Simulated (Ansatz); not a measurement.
**V: one input, then a changed one**

The cell was built from the diamond type and relaxed in the same program; it needn't be a known or the stable phase. The listed cell was then made from it by scaling, straining or moving an atom.

First run: DFT, PBE, all-electron LAPW, scalar-relativistic (Ansatz 0.2.0).

Command: `ansatz run input.yaml --threads 1 --pin off --max-ram 3072MiB --backend cpu --events-out ev --progress --plain --runs-dir out` The run took about 18 s on 1 thread of a shared machine.

```yaml
crystal:
  lattice:
    - [0.0, 2.7782963117, 2.7782963117]
    - [2.7782963117, 0.0, 2.7782963117]
    - [2.7782963117, 2.7782963117, 0.0]
  atoms:
    - { symbol: V, position: [0.0, 0.0, 0.0], spin: 1.5 }
    - { symbol: V, position: [0.25, 0.25, 0.25], spin: 1.5 }
magnetization:
  spin_polarized: true
kpoints:
  mp_grid: { grid: [10, 10, 10] }
scf:
  occupations: { method: fermi_dirac, width: 0.08 }
hamiltonian:
  xc: pbe
  pseudopotentials: { kind: all_electron, lapw: { basis_error: 0.001 } }
output:
  forces: true
  stress: true
  eigenvalues: true
```

Result: converged; pressure -2.71 GPa; moment 3.82 μB; 10 SCF iterations.

A second input differs as follows:

```diff
@@ -13,4 +13,6 @@
 scf:
   occupations: { method: fermi_dirac, width: 0.08 }
+  convergence: { dr2_threshold: 1.0e-14 }
+  max_iter: 60
 hamiltonian:
   xc: pbe
```

Task: Does the change harm the result?

Result: Not here: the run converged; energy at zero smearing 0.0 meV/atom from the first run; pressure -2.71 GPa; moment 3.82 μB; 16 SCF iterations, so the odd setting did no harm in this case.
